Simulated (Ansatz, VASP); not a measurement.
**K in VASP and in Ansatz**

```
CELL_PARAMETERS angstrom
4.31044 0.00000 0.00000
0.00000 4.31044 0.00000
0.00000 0.00000 4.31044
ATOMIC_POSITIONS crystal
K 0.00000 0.00000 0.00000
```

This isn't the form of K at room conditions, which is bcc.

Alike in both runs: task relaxation of cell and atoms; functional PBEsol; k mesh 7 × 7 × 7; occupations fermi-dirac, width 0.05 eV; no spin polarisation.

```csv
,VASP,Ansatz
version,VASP 6.6.1,Ansatz 0.2.0
potentials or method,"VASP PAW PBE potentials, release 64 (K_sv)","plane waves, PAW"
plane-wave cutoff (eV),600,420
valence electrons in the cell,9,9
```

|  | VASP | Ansatz | Ansatz less VASP |
| --- | --- | --- | --- |
| relaxed volume (Å³/atom) | 76.20 | 75.88 | -0.328 |
| relaxed cell length with the largest relative difference (Å) | 4.240 | 4.234 | -0.0061 |
| energy change over the relaxation (meV/atom) | -2 | -2 | 0.0 |

Caveats: the PAW data sets were made with another functional, which shifts forces and pressure a little (VASP).
